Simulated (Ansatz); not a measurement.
Cu:

```xyz
2
Lattice="2.5341 0.0000 0.0000 -1.2670 2.1946 0.0000 0.0000 0.0000 4.1126" Properties=species:S:1:pos:R:3 pbc="T T T"
Cu    1.2670    0.7315    3.0844
Cu    0.0000    1.4631    1.0281
```

This isn't the form of Cu at room conditions, which is fcc.

Base run:

```yaml
Program: Ansatz 0.2.0
Functional: LDA
Potentials_or_basis: Ansatz PAW
Cutoff: 420 eV
Density_cutoff: 1680 eV
k_mesh: 12 × 12 × 7
Occupations: fermi-dirac, width 0.05 eV
Spin: no spin polarisation
```

Its results: band gap on the k mesh none (metal or under the smearing width); pressure -7.9 GPa.

The run is repeated on the same cell with these changes: functional from LDA to BLYP. What comes out?

Band gap on the k mesh none (metal or under the smearing width); pressure 16.0 GPa.

BLYP binds less tightly than LDA, so the same cell stands under more pressure.

Caveats: the PAW data sets come from PBE, with cores solved anew for the run's functional, which leaves a small shift of forces and pressure; the potentials were made for another functional, which shifts forces and pressure (some runs); so large a pressure means that the cell lies far from this level's equilibrium, or that cutoff or potentials fall short (some runs).

Not every run made on this cell is shown here.
